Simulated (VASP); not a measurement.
# Re (P6_3/mmc) in VASP: notebook, part 2 of 2

VASP 6.6.1. The steps go on from the part before.

## (3) Optical spectrum, PBE, non-collinear spin, zero start, spin-orbit coupling

INCAR reads:

```
PREC = Accurate ; ENCUT = 520
EDIFF = 1E-7 ; ISMEAR = 1
SIGMA = 0.1 ; LREAL = False
LASPH = True ; NELM = 80
ALGO = Normal ; ISIF = 2
LWAVE = False ; LCHARG = False
MAGMOM = 0 0 0 0 0 0 ; LORBIT = 11
LSORBIT = True ; GGA_COMPAT = False
LMAXMIX = 4 ; GGA = PE
LOPTICS = True ; NEDOS = 2000
CSHIFT = 0.1
```

KPOINTS reads:

```
Automatic mesh
0
Gamma
  18 18 12
```

POSCAR reads:

```
Re                                      
1.0
    2.7728669182      0.0000000000     -0.0000000000
   -1.3864334591      2.4013731925      0.0000000000
    0.0000000000      0.0000000000      4.4844596599
  Re            
     2
Direct
     0.3333333332999970    0.6666666667000030    0.2500000000000000
     0.6666666667000030    0.3333333332999970    0.7500000000000000
```

Potentials or basis: VASP PAW PBE potentials, release 64 (Re).

Started as:

```console
cat potpaw_PBE.64/Re/POTCAR > POTCAR
mpirun -np 1 vasp_ncl > vasp.out
```

OUTCAR:

```text
PREC = Accurate
   ENCUT = 520
   EDIFF = 1E-7
   ISMEAR = 1
   LREAL = False
   LASPH = True
   NELM = 80
   ISIF = 2
   LORBIT = 11
   LSORBIT = True
   GGA = PE

 ion  position               nearest neighbor table
   1  0.333  0.667  0.250-   2 2.76   2 2.76   2 2.76   2 2.76   2 2.76   2 2.76
   2  0.667  0.333  0.750-   1 2.76   1 2.76   1 2.76   1 2.76   1 2.76   1 2.76

  LATTYP: Found a hexagonal cell.
 ALAT       =     2.7728669182
 C/A-ratio  =     1.6172646550

  Lattice vectors:

 A1 = (   2.7728669182,   0.0000000000,   0.0000000000)
 A2 = (  -1.3864334591,   2.4013731925,   0.0000000000)
 A3 = (   0.0000000000,   0.0000000000,   4.4844596599)

Analysis of symmetry for initial positions (statically):
=====================================================================
 Subroutine PRICEL returns:
 Original cell was already a primitive cell.

 Routine SETGRP: Setting up the symmetry group for a
 hexagonal supercell.

 Subroutine GETGRP returns: Found 24 space group operations
 (whereof 12 operations were pure point group operations)
 out of a pool of 24 trial point group operations.

[... 1265 lines left out ...]
     0.0000000     0.0000000     0.0000000     0.0000000     0.0000000     0.0000000     0.0000000
     0.0000000     0.0000000     0.0000000     0.0000000     0.0000000     0.0000000     0.0000000
     0.0000000     0.0000000     0.0000000     0.0000000     0.0000000     0.0000000     0.0000000
     0.0000000     0.0000000     0.0000000     0.0000000     0.0000000     0.0000000     0.0000000
     0.0000000     0.0000000     0.0000000     0.0000000     0.0000000     0.0000000     0.0000000

 Ion:    2  E_soc:     -0.6820803
 l=   1
     0.0000000    -0.0421996    -0.0418726
    -0.0421996     0.0000000    -0.0421996
    -0.0418726    -0.0421996     0.0000000
 l=   2
     0.0000000    -0.0137631     0.0000000    -0.0137631    -0.0577000
    -0.0137631     0.0000000    -0.0439849    -0.0140459    -0.0137631
     0.0000000    -0.0439849     0.0000000    -0.0439849     0.0000000
    -0.0137631    -0.0140459    -0.0439849     0.0000000    -0.0137631
    -0.0577000    -0.0137631     0.0000000    -0.0137631     0.0000000
 l=   3
     0.0000000     0.0000000     0.0000000     0.0000000     0.0000000     0.0000000     0.0000000
     0.0000000     0.0000000     0.0000000     0.0000000     0.0000000     0.0000000     0.0000000
     0.0000000     0.0000000     0.0000000     0.0000000     0.0000000     0.0000000     0.0000000
     0.0000000     0.0000000     0.0000000     0.0000000     0.0000000     0.0000000     0.0000000
     0.0000000     0.0000000     0.0000000     0.0000000     0.0000000     0.0000000     0.0000000
     0.0000000     0.0000000     0.0000000     0.0000000     0.0000000     0.0000000     0.0000000
     0.0000000     0.0000000     0.0000000     0.0000000     0.0000000     0.0000000     0.0000000

 total charge

# of ion       s       p       d       tot
------------------------------------------
    1        0.618   0.679   4.787   6.084
    2        0.618   0.679   4.787   6.084
--------------------------------------------------
tot          1.237   1.358   9.574  12.168

 magnetization (x)

# of ion       s       p       d       tot
------------------------------------------
    1        0.000   0.000   0.000   0.000
    2        0.000   0.000   0.000   0.000
--------------------------------------------------
tot          0.000   0.000   0.000   0.000

 magnetization (y)

# of ion       s       p       d       tot
------------------------------------------
    1        0.000   0.000  -0.000  -0.000
    2        0.000   0.000  -0.000  -0.000
--------------------------------------------------
tot          0.000   0.000  -0.000  -0.000

 magnetization (z)

# of ion       s       p       d       tot
------------------------------------------
    1        0.000   0.000   0.000   0.000
    2        0.000   0.000   0.000   0.000
--------------------------------------------------
tot          0.000   0.000   0.000   0.000
```

OSZICAR:

```text
N       E                     dE             d eps       ncg     rms          rms(c)
DAV:   1     0.841847862800E+02    0.84185E+02   -0.61159E+03 20968   0.159E+03
DAV:   2    -0.133647432601E+02   -0.97550E+02   -0.86891E+02 21750   0.646E+02
[... 20 lines left out ...]
DAV:  23    -0.256340858436E+02   -0.99070E-01   -0.52697E-01  8788   0.180E-01    0.466E+00
DAV:  24    -0.255493270481E+02    0.84759E-01   -0.22501E+00  8742   0.112E+00    0.169E-01
DAV:  25    -0.255280128048E+02    0.21314E-01   -0.15568E-01  8596   0.580E-02    0.137E-01
DAV:  26    -0.255280129230E+02   -0.11817E-06   -0.12773E-08  8582   0.293E-03    0.124E-01
DAV:  27    -0.255280129020E+02    0.20990E-07   -0.88849E-09  8464   0.587E-03
   1 F= -.25528013E+02 E0= -.25528031E+02  d E =0.553458E-04  mag=     0.0000    -0.0000    -0.0000
 imaginary and real dielectric function
```

stdout:

```text
POSCAR found type information on POSCAR Re
 POSCAR found :  1 types and       2 ions
 scaLAPACK will be used
 LDA part: xc-table for (Slater+PW92), standard interpolation
 POSCAR, INCAR and KPOINTS ok, starting setup
 FFT: planning ... GRIDC
 FFT: planning ... GRID_SOFT
 FFT: planning ... GRID
 WAVECAR not read
 entering main loop
 optical routines
 imaginary and real dielectric function
 recalculating local potential from charge density
 direction            1
 direction            2
 direction            3
```

It took 14 min on 1 thread of Intel Xeon Platinum 8488C (Sapphire Rapids), shared host; peak memory 0.71 GiB.

What came out:

```yaml
Free_energy: -25.5280 eV
Pressure: 0.7 GPa
Net_moment: 0.00 μB per cell
Valence_electrons_inside_the_program's_atomic_spheres: Re 6.08
```

Stress tensor (GPa, compression positive):
```
 0.99  0.00  0.00
 0.00  0.99  0.00
 0.00  0.00 -0.03
```

Dielectric function (mean over the directions given):
| energy (eV) | real part | imaginary part |
| --- | --- | --- |
| 0.27 | 121.93 | 184.50 |
| 0.73 | -0.41 | 65.28 |
| 1.27 | 7.77 | 29.36 |
| 1.73 | 10.28 | 26.59 |
| 2.27 | 11.05 | 27.09 |
| 2.73 | 6.46 | 26.11 |
| 3.28 | 0.05 | 23.11 |
| 3.73 | 1.55 | 20.72 |
| 4.28 | -1.99 | 23.37 |
| 4.73 | -10.03 | 20.24 |
| 5.28 | -9.11 | 15.08 |
| 5.73 | -10.92 | 11.32 |
| 6.28 | -9.40 | 7.96 |
| 6.82 | -8.61 | 5.60 |
| 7.28 | -7.96 | 4.03 |
| 7.83 | -6.12 | 2.35 |
| 8.28 | -5.07 | 1.97 |
| 8.83 | -4.36 | 2.02 |
| 9.28 | -4.12 | 1.64 |
| 9.83 | -3.44 | 1.08 |
| 10.28 | -3.06 | 1.05 |
| 10.83 | -2.83 | 0.95 |
| 11.28 | -2.67 | 0.60 |
| 11.83 | -2.23 | 0.27 |
| 12.28 | -1.92 | 0.15 |
| 12.83 | -1.56 | 0.08 |
| 13.38 | -1.27 | 0.05 |
| 13.83 | -1.08 | 0.04 |
| 14.38 | -0.89 | 0.03 |
| 14.83 | -0.75 | 0.03 |
| 15.38 | -0.60 | 0.02 |
| 15.83 | -0.50 | 0.02 |
| 16.38 | -0.39 | 0.02 |
| 16.83 | -0.30 | 0.02 |
| 17.38 | -0.21 | 0.02 |
| 17.84 | -0.14 | 0.01 |
| 18.38 | -0.07 | 0.01 |
| 18.84 | -0.01 | 0.01 |
| 19.38 | 0.05 | 0.01 |
| 19.93 | 0.10 | 0.01 |

Moments on the atoms (μB; x, y, z):
```
Re  0.00 0.00 0.00
Re  0.00 0.00 0.00
```

Caveat: independent-particle spectra lack excitons.
